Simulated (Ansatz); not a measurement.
# CO2: the cost of one run

Program: Ansatz 0.2.0. Level of theory: DFT, PBE, plane-wave PAW, default files, scalar-relativistic, as far as a step names no other. These are calculated values, not measurements.

1 further run of the same task is left out (it didn't finish).

### Step 1. The starting structure

It takes space group Pbcn (No. 60, orthorhombic). Conventional cell: a = 4.785 Å, b = 6.316 Å, c = 5.679 Å, α = 90.00°, β = 90.00°, γ = 90.00°. C (site symmetry 2) has 2 O at 1.17 Å as nearest neighbours. O (site symmetry 1) has 1 C at 1.17 Å as nearest neighbours.

As a file:

```
CELL_PARAMETERS angstrom
4.78455 0.00000 0.00000
0.00000 6.31554 0.00000
0.00000 0.00000 5.67889
ATOMIC_POSITIONS crystal
C 0.50000 0.85300 0.75000
C 0.00000 0.35300 0.75000
C 0.00000 0.64700 0.25000
C 0.50000 0.14700 0.25000
O 0.70097 0.14633 0.13358
O 0.29903 0.14633 0.36642
O 0.79903 0.64633 0.13358
O 0.20097 0.35367 0.86642
O 0.20097 0.64633 0.36642
O 0.79903 0.35367 0.63358
O 0.70097 0.85367 0.63358
O 0.29903 0.85367 0.86642
```

The earlier run gave: gap on the mesh 6.68 eV, largest force 0.148 eV/Å, pressure 2.4 GPa.

Like atoms gathered into sites:

```tsv
site	atoms	first shell	V_zz (10²¹ V/m²)	η	C_Q (MHz)
C	1, 2, 3, 4	2 O at 1.17 Å, angle 180°	-2.92	0.01	–
O	5, 6, 7, 8, …	1 C at 1.17 Å	7.09	0.03	-4.39 (¹⁷O)
```

V_zz is the principal component of the electric field gradient with the largest magnitude, η = (V_xx − V_yy)/V_zz and C_Q = eQV_zz/h. Quadrupole moments are those of Pyykkö's year-2017 table. A dash under C_Q marks elements without a common quadrupolar isotope.

### Step 2. Settings changed: basis.xc_grid = 3, scf.occupations.method = tetrahedron_uncorrected, scf.occupations.width removed

input.yaml

```yaml
crystal:
  lattice:
    - [4.78454533, 0.0, 0.0]
    - [0.0, 6.31553964, 0.0]
    - [0.0, 0.0, 5.67889084]
  atoms:
    - { symbol: C, position: [0.5, 0.85299852, 0.75] }
    - { symbol: C, position: [0.0, 0.35299852, 0.75] }
    - { symbol: C, position: [0.0, 0.64700148, 0.25] }
    - { symbol: C, position: [0.5, 0.14700148, 0.25] }
    - { symbol: O, position: [0.70097112, 0.14632846, 0.13358302] }
    - { symbol: O, position: [0.29902888, 0.14632846, 0.36641698] }
    - { symbol: O, position: [0.79902888, 0.64632846, 0.13358302] }
    - { symbol: O, position: [0.20097112, 0.35367154, 0.86641698] }
    - { symbol: O, position: [0.20097112, 0.64632846, 0.36641698] }
    - { symbol: O, position: [0.79902888, 0.35367154, 0.63358302] }
    - { symbol: O, position: [0.70097112, 0.85367154, 0.63358302] }
    - { symbol: O, position: [0.29902888, 0.85367154, 0.86641698] }
kpoints:
  mp_grid: { grid: [4, 3, 4] }
scf:
  occupations: { method: tetrahedron_uncorrected }
hamiltonian:
  xc: pbe
  pseudopotentials: { kind: paw }
output:
  forces: true
  stress: true
  populations: true
  efg: { quadrupole_moments_barn: { O: -0.02558 }, contact_densities: true }
basis:
  xc_grid: 3
```

On the command line:

```
$ ansatz run input.yaml --threads 1 --pin off --max-ram 2560MiB --backend cpu --events-out ev --progress --plain --runs-dir out
```

What time and memory should one allow on 1 thread of Intel Xeon Platinum 8488C (Sapphire Rapids), shared host?

About 9.1 s, with a peak of 0.54 GiB.
